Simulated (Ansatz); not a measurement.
# Al2Cu: generalised stacking fault

The calculation used DFT PBEsol, scalar-relativistic, plane waves, PAW (Ansatz). Settings: plane waves to 420 eV, k-mesh 13×13×5 (Γ-centred), Gaussian smearing 0.15 eV. No spin polarisation. Energies are free energies at this smearing, counted from the undisturbed cell; pressure is positive in compression.

Zero of the scan (relaxed at this level; it needn't be the usual structure):

```
CELL_PARAMETERS angstrom
-2.02463 2.02463 -2.86301
-2.02463 -2.02463 2.86301
0.00000 8.09853 5.72603
ATOMIC_POSITIONS crystal
Al 0.00000 0.00000 0.91665
Al 0.33333 0.66667 0.24998
Al 0.66667 0.33333 0.58332
Al 0.33333 0.66667 0.74998
Al 0.66667 0.33333 0.08332
Al 0.00000 0.00000 0.41665
Cu 0.66667 0.33333 0.83332
Cu 0.00000 0.00000 0.16665
Cu 0.33333 0.66667 0.49998
```

The cut lies on the cell's a–b face, a (1 1 1) plane (indices in the standard cell, whose axes needn't be the Cartesian ones shown) of area 14.20 Å², between layers 1.65 Å apart. Vector c is tilted by f times 1·a + 0·b (length 4.049 Å) with the atoms' Cartesian places fixed: one unrelaxed fault a cell. The cell is metallic on the mesh throughout.

```
     f  γ (mJ/m²)
0.0000          0
0.1000        155
0.2000        684
0.3000       1582
0.4000       2527
0.6000       2528
0.8000        684
```

(1) Predict the shear traction, the slope of γ along the slip (GPa) at each point.

## Answers

(1)
```tsv
f	shear traction, the slope of γ along the slip (GPa)
0.0000	0.0
0.1000	8.1
0.2000	18.2
0.3000	24.8
0.4000	19.3
0.6000	-19.3
0.8000	-18.1
```

Cost: 7 runs of about 13 core-minutes in all, on Intel Xeon Platinum 8488C (Sapphire Rapids) (shared hosts).